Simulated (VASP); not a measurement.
Write the native input for VASP 6.6.1 that does the following.

```yaml
Task: relaxation of cell and atoms
Functional: PBE
Potentials_or_basis: VASP PAW PBE potentials, release 64 (Mg, Sb)
Cutoff: 300 eV
k_mesh: 5 × 5 × 3
Occupations: gaussian, width 0.03 eV
Spin: no spin polarisation
Further_INCAR_settings: ALGO = Normal; EDIFF = 1e-06; IBRION = 2; EDIFFG = -0.01; NSW = 90; ISIF = 3
```

The structure of Mg3Sb2 lies in POSCAR:

```
Mg3Sb2
1.0
    4.5820000000      0.0000000000      0.0000000000
   -2.2910000000      3.9681284001      0.0000000000
    0.0000000000      0.0000000000      7.2440000000
Mg Sb
3 2
Direct
    0.3333333333      0.6666666667      0.6300000000
    0.6666666667      0.3333333333      0.3700000000
    0.0000000000      0.0000000000      0.0000000000
    0.3333333333      0.6666666667      0.2350000000
    0.6666666667      0.3333333333      0.7650000000
```

The input as run:

INCAR

```
ALGO     = Normal         # electronic algorithm
EDIFF    = 1E-6           # SCF threshold, eV
EDIFFG   = -0.01          # ionic threshold
ENCUT    = 300            # plane-wave cutoff, eV
GGA      = PE             # functional
IBRION   = 2              # ionic algorithm
ISIF     = 3              # what is computed and relaxed
ISMEAR   = 0              # smearing method
LASPH    = T              # aspherical terms in the spheres
LCHARG   = F              # write CHGCAR
LREAL    = F              # projectors in reciprocal space
LWAVE    = F              # write WAVECAR
NELM     = 80             # most SCF steps
NSW      = 90             # ionic steps
PREC     = Accurate       # precision mode
SIGMA    = 0.03           # smearing width, eV
```

KPOINTS

```
k-points
0
Gamma
  5 5 3
```

Potentials or basis: VASP PAW PBE potentials, release 64 (Mg, Sb).

Launch:

```console
$ cat potpaw_PBE.64/Mg/POTCAR potpaw_PBE.64/Sb/POTCAR > POTCAR
$ mpirun -np 1 vasp_std > vasp.out
```

It gave:

- Relaxed volume: 26.61 Å³/atom
- Relaxed cell: a = 4.601 Å, b = 4.601 Å, c = 7.260 Å, α = 90.00°, β = 90.00°, γ = 120.00°
- Space group after relaxing (to 0.05 Å): P-3m1 (No. 164)
- Energy gained by relaxing: 7.6 meV/atom
- Ionic steps: 11
- Pressure after relaxing: 0.0 GPa
- Band gap on the k mesh: 0.06 eV, indirect (least direct gap 0.99 eV)

Caveat: spin-orbit coupling is left out, which moves the levels of the heavy elements; an odd mesh through Γ misses points on the zone boundary, where band edges often lie.

It took 54 s on 1 thread of Intel(R) Xeon(R) 6975P-C (Granite Rapids), with other jobs on the host, peak memory 0.18 GiB.
